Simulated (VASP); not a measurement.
# ZnS (Wurtzite-2H) (P6_3mc) in VASP: notebook

The runs below take ZnS (Wurtzite-2H) through relaxation of shape and atoms at fixed volume, with r2SCAN.

All numbers are computed with VASP 6.6.1; they aren't measurements. Logs are shortened: lines on timing, memory, paths and dates and some standing lists are left out, and cuts for length are marked.

**What was measured.**

A printed reference work, monograph reports, for a bulk crystal of ZnS at 4 K: band gap 3.911 eV (direct).

The results are compared with them further down.

### 1 The structure

It takes space group P6_3mc (No. 186, hexagonal). Conventional cell: a = 3.807 Å, b = 3.807 Å, c = 6.246 Å, α = 90.00°, β = 90.00°, γ = 120.00°. Around Zn (site symmetry 3m) lie 4 S at 2.33 to 2.34 Å. S (site symmetry 3m) has 4 Zn at 2.33 to 2.34 Å as nearest neighbours.

### 2 Relaxation of shape and atoms at fixed volume, r2SCAN (a relaxed cell with its volume scaled by 0.94)

INCAR

```
  PREC = Accurate
  ENCUT = 600
  EDIFF = 1E-7
  ISMEAR = 0
  SIGMA = 0.03
  LREAL = F
  LASPH = T
  NELM = 80
  ALGO = Normal
  ISIF = 4
  LWAVE = F
  LCHARG = F
  METAGGA = R2SCAN
  LMIXTAU = T
  IBRION = 2
  NSW = 40
  EDIFFG = -0.01
```

KPOINTS

```
regular mesh
0
Gamma
  9 9 5
```

POSCAR

```
ZnS                                     
1.0
    3.7290768715      0.0000000000      0.0000000000
   -1.8645384357      3.2294753033      0.0000000000
    0.0000000000      0.0000000000      6.1181192109
  Zn              S             
     2     2
Direct
     0.3333333332999970    0.6666666667000030    0.0053560640321209
     0.6666666667000030    0.3333333332999970    0.5053560640321209
     0.3333333332999970    0.6666666667000030    0.3796439359678772
     0.6666666667000030    0.3333333332999970    0.8796439359678772
```

Potentials or basis: VASP PAW PBE potentials, release 64 (Zn, S).

Started as:

```
cat potpaw_PBE.64/Zn/POTCAR potpaw_PBE.64/S/POTCAR > POTCAR
mpirun -np 1 vasp_std > vasp.out
```

OUTCAR:

```text
PREC = Accurate
   ENCUT = 600
   EDIFF = 1E-7
   ISMEAR = 0
   LREAL = F
   LASPH = T
   NELM = 80
   ISIF = 4
   METAGGA = R2SCAN
   IBRION = 2
   NSW = 40
   EDIFFG = -0.01

 ion  position               nearest neighbor table
   1  0.333  0.667  0.005-   4 2.29   4 2.29   4 2.29   3 2.29
   2  0.667  0.333  0.505-   3 2.29   3 2.29   3 2.29   4 2.29
   3  0.333  0.667  0.380-   2 2.29   2 2.29   2 2.29   1 2.29
   4  0.667  0.333  0.880-   1 2.29   1 2.29   1 2.29   2 2.29

  LATTYP: Found a hexagonal cell.
 ALAT       =     3.7290768715
 C/A-ratio  =     1.6406524783

  Lattice vectors:

 A1 = (   3.7290768715,   0.0000000000,   0.0000000000)
 A2 = (  -1.8645384357,   3.2294753033,   0.0000000000)
 A3 = (   0.0000000000,   0.0000000000,   6.1181192109)

Analysis of symmetry for initial positions (statically):
=====================================================================
 Subroutine PRICEL returns:
 Original cell was already a primitive cell.

 Routine SETGRP: Setting up the symmetry group for a
 hexagonal supercell.

 Subroutine GETGRP returns: Found 12 space group operations
 (whereof  6 operations were pure point group operations)
 out of a pool of 24 trial point group operations.

The static configuration has the point symmetry C_3v.
 The point group associated with its full space group is C_6v.

Analysis of symmetry for dynamics (positions and initial velocities):
=====================================================================
 Subroutine PRICEL returns:
 Original cell was already a primitive cell.

 Routine SETGRP: Setting up the symmetry group for a
 hexagonal supercell.

 Subroutine GETGRP returns: Found 12 space group operations
 (whereof  6 operations were pure point group operations)
 out of a pool of 24 trial point group operations.

The dynamic configuration has the point symmetry C_3v.
 The point group associated with its full space group is C_6v.

 Subroutine INISYM returns: Found 12 space group operations
 (whereof  6 operations are pure point group operations),
 and found     1 'primitive' translations

----------------------------------------------------------------------------------------

                                     Primitive cell

  volume of cell :      73.6803

  direct lattice vectors                    reciprocal lattice vectors
     3.729076871  0.000000000  0.000000000     0.268162882  0.154823912  0.000000000
    -1.864538436  3.229475303  0.000000000     0.000000000  0.309647824  0.000000000
     0.000000000  0.000000000  6.118119211     0.000000000  0.000000000  0.163448924

  length of vectors
     3.729076871  3.729076871  6.118119211     0.309647824  0.309647824  0.163448924

  position of ions in fractional coordinates (direct lattice)
     0.333333333  0.666666667  0.005356064
     0.666666667  0.333333333  0.505356064
     0.333333333  0.666666667  0.379643936
     0.666666667  0.333333333  0.879643936

  ion indices of the primitive-cell ions
   primitive index   ion index
                 1           1
                 2           2
                 3           3
                 4           4

----------------------------------------------------------------------------------------

 KPOINTS: regular mesh

Automatic generation of k-mesh.
 Grid dimensions read from file:
 generate k-points for:    9    9    5

 Generating k-lattice:

  Cartesian coordinates                     Fractional coordinates (reciprocal lattice)
     0.029795876  0.017202657  0.000000000     0.111111111  0.000000000  0.000000000
     0.000000000  0.034405314  0.000000000     0.000000000  0.111111111  0.000000000
     0.000000000  0.000000000  0.032689785     0.000000000  0.000000000  0.200000000

  Length of vectors
     0.034405314  0.034405314  0.032689785

  Shift w.r.t. Gamma in fractional coordinates (k-lattice)
     0.000000000  0.000000000  0.000000000

 Subroutine IBZKPT returns following result:
 ===========================================

 Found     36 irreducible k-points:

 Following reciprocal coordinates:
            Coordinates               Weight
  0.000000  0.000000  0.000000      1.000000
  0.111111 -0.000000  0.000000      6.000000
  0.222222 -0.000000  0.000000      6.000000
  0.333333  0.000000  0.000000      6.000000
  0.444444 -0.000000  0.000000      6.000000
  0.111111  0.111111  0.000000      6.000000
[... 16 lines left out ...]
  0.333333  0.222222  0.200000     24.000000
  0.333333  0.333333  0.200000      4.000000
 [... further k-points ...]
   k-points           NKPTS =     36   k-points in BZ     NKDIM =     36   number of bands    NBANDS=     22
   number of dos      NEDOS =    301   number of ions     NIONS =      4
   total plane-waves  NPLWV =  45000
   dimension x,y,z NGX =    30 NGY =   30 NGZ =   50
   dimension x,y,z NGXF=    60 NGYF=   60 NGZF=  100
   ions per type =               2   2
   NGX,Y,Z   is equivalent  to a cutoff of  13.37, 13.37, 13.59 a.u.
   NGXF,Y,Z  is equivalent  to a cutoff of  26.75, 26.75, 27.17 a.u.
 SYSTEM =  unknown system
   PREC   = accura    normal or accurate (medium, high low for compatibility)
   ISTART =      0    job   : 0-new  1-cont  2-samecut
   ICHARG =      2    charge: 1-file 2-atom 10-const
   ISPIN  =      1    spin polarized calculation?
   LNONCOLLINEAR =      F non collinear calculations
   LSORBIT =      F    spin-orbit coupling
   LASPH  =      T    aspherical Exc in radial PAW
   ENCUT  =  600.0 eV  44.10 Ry    6.64 a.u.   7.45  7.45 12.22*2*pi/ulx,y,z
   NELM   =     80;   NELMIN=  2; NELMDL= -5     # of ELM steps
   EDIFF  = 0.1E-06   stopping-criterion for ELM
   LREAL  =      F    real-space projection
   EDIFFG = -.1E-01   stopping-criterion for IOM
   NSW    =     40    number of steps for IOM
   IBRION =      2    ionic relax: 0-MD 1-quasi-New 2-CG
   NFREE  =      1    steps in history (QN), initial steepest desc. (CG)
   ISIF   =      4    stress and relaxation
   ISYM   =      2    0-nonsym 1-usesym 2-fastsym
   POTIM  = 0.5000    time-step for ionic-motion
   TEBEG  =    0.0;   TEEND  =   0.0 temperature during run
   PSTRESS=    0.0 pullay stress
   NELECT =      36.0000    total number of electrons
   NUPDOWN=      -1.0000    fix difference up-down
   EMIN   =  10.00;   EMAX   =-10.00  energy-range for DOS
   EFERMI =   0.00;   METHOD = LEGACY
   ISMEAR =     0;   SIGMA  =   0.03  broadening in eV -4-tet -1-fermi 0-gaus
   EFERMI_NEDOS =   21; number of points for ismear=-14 and -15
   IALGO  =     38    algorithm
   IMIX   =      4    mixing-type and parameters
     AMIX     =   0.40;   BMIX     =  1.00
     AMIX_MAG =   1.60;   BMIX_MAG =  1.00
  volume/ion in A,a.u.               =      18.42       124.30
  Fermi-wavevector in a.u.,A,eV,Ry     =   1.289413  2.436637 22.620841  1.662585
  Thomas-Fermi vector in A             =   2.421307
   LORBIT       =      0    0 simple, 1 ext, 2 COOP (PROOUT), +10 PAW based schemes
   METAGGA = R2SCAN    functional components
   LHFCALC =     F    Hartree Fock is set to
   AEXX    =    0.0000 exact exchange contribution
   IVDW    =     0    specifies the selected vdW correction
   LEPSILON=     F    determine dielectric tensor
   LRPA    =     F    only Hartree local field effects (RPA)
 conjugate gradient relaxation of ions
 non-spin polarized calculation
 Gauss-broadening in eV      SIGMA  =   0.03
  energy-cutoff  :      600.00
  volume of cell :       73.68
 maximum number of plane-waves:      2515
 NGX is ok and might be reduce to    30
   NGX = 15   NGY = 15   NGZ = 25

--------------------------------------- Ionic step        1  -------------------------------------------

 number of electron      35.9999987 magnetization

 Free energy of the ion-electron system (eV)
  ---------------------------------------------------
  ext. energy  EPLUGINS =         0.00000000
  ---------------------------------------------------
  free energy    TOTEN  =       -37.64929969 eV

  energy without entropy =      -37.64929969  energy(sigma->0) =      -37.64929969

------------------------ aborting loop because EDIFF is reached ----------------------------------------

  FORCE on cell =-STRESS in cart. coord.  units (eV):
  Direction    XX          YY          ZZ          XY          YZ          ZX
  --------------------------------------------------------------------------------------
  -------------------------------------------------------------------------------------
  Total        2.5167753      2.5167753      2.5816697      0.0000000     -0.0000000      0.0000000
  in kB       54.7272707     54.7272707     56.1383994      0.0000000     -0.0000000      0.0000000
  external PRESSURE =      55.1976469 kB  Pullay stress =       0.0000000 kB
[... 99 lines left out ...]
  energy  without entropy=      -37.6495380758  energy(sigma->0) =      -37.64953808

--------------------------------------- Ionic step        4  -------------------------------------------

 number of electron      35.9999982 magnetization

 Free energy of the ion-electron system (eV)
  ---------------------------------------------------
  ext. energy  EPLUGINS =         0.00000000
  ---------------------------------------------------
  free energy    TOTEN  =       -37.64953952 eV

  energy without entropy =      -37.64953952  energy(sigma->0) =      -37.64953952

 E-fermi :   2.6759     XC(G=0): -10.6298

 val. band max:        2.5314573594   @ k =   0.0000   0.0000   0.0000
 cond. band min:       5.6063165133   @ k =   0.0000   0.0000   0.0000
 fundamental gap:      3.0748591539
 Fermi energy:         2.6759372611

 k-point     1 :       0.0000    0.0000    0.0000
  band No.  band energies     occupation
      1     -11.7000      2.00000
      2     -10.6253      2.00000
      3      -4.2930      2.00000
      4      -4.2670      2.00000
      5      -4.2669      2.00000
      6      -4.1635      2.00000
[... 574 lines left out ...]
      6      -3.9056      2.00000
[... 14 lines left out ...]
     21       8.6550      0.00000
     22      10.7392      0.00000

 [... further k-points ...]

------------------------ aborting loop because EDIFF is reached ----------------------------------------

  FORCE on cell =-STRESS in cart. coord.  units (eV):
  Direction    XX          YY          ZZ          XY          YZ          ZX
  --------------------------------------------------------------------------------------
  -------------------------------------------------------------------------------------
  Total        2.5441710      2.5441710      2.4869873      0.0000000     -0.0000000      0.0000000
  in kB       55.3229897     55.3229897     54.0795310      0.0000000     -0.0000000      0.0000000
  external PRESSURE =      54.9085035 kB  Pullay stress =       0.0000000 kB
[... 19 lines left out ...]
  FREE ENERGIE OF THE ION-ELECTRON SYSTEM (eV)
  ---------------------------------------------------
  free  energy   TOTEN  =       -37.6495395177 eV

  energy  without entropy=      -37.6495395177  energy(sigma->0) =      -37.64953952

 reached required accuracy - stopping structural energy minimisation
```

Run time: 13 min. Hardware: 1 thread of AMD EPYC 7R13 (Zen 3), shared host; peak memory 0.23 GiB.

Results:

* Free energy: -37.6495 eV
* Energy gained by relaxing: 0.1 meV/atom
* Ionic steps: 4
* Pressure after relaxing: 5.5 GPa
* Largest force after relaxing: 0.006 eV/Å
* Band gap on the k mesh: 3.07 eV, direct

Forces in eV/Å, atoms in the order of the input:
```
Zn   0.000  0.000  0.006
Zn   0.000  0.000  0.006
S    0.000  0.000 -0.006
S    0.000  0.000 -0.006
```

The path:
| step | energy change (eV) | largest force (eV/Å) | pressure (GPa) |
| --- | --- | --- | --- |
| 1 | 0.0000 | 0.0249 | 5.52 |
| 2 | -0.0001 | 0.0148 | 5.51 |
| 3 | -0.0002 | 0.0071 | 5.49 |
| 4 | -0.0002 | 0.0058 | 5.49 |

Final structure:
```cif
data_structure
_symmetry_space_group_name_H-M 'P 1'
_symmetry_Int_Tables_number 1
_cell_length_a 3.7244
_cell_length_b 3.7244
_cell_length_c 6.1336
_cell_angle_alpha 90.000
_cell_angle_beta 90.000
_cell_angle_gamma 120.000
_cell_volume 73.68
loop_
_atom_site_label
_atom_site_type_symbol
_atom_site_fract_x
_atom_site_fract_y
_atom_site_fract_z
_atom_site_occupancy
Zn1 Zn 0.33333 0.66667 0.00597 1
Zn2 Zn 0.66667 0.33333 0.50597 1
S1 S 0.33333 0.66667 0.37903 1
S2 S 0.66667 0.33333 0.87903 1
```

Caveat: the PAW data sets were made with another functional, which shifts forces and pressure a little.

(Part 1 of 2 ends here.)
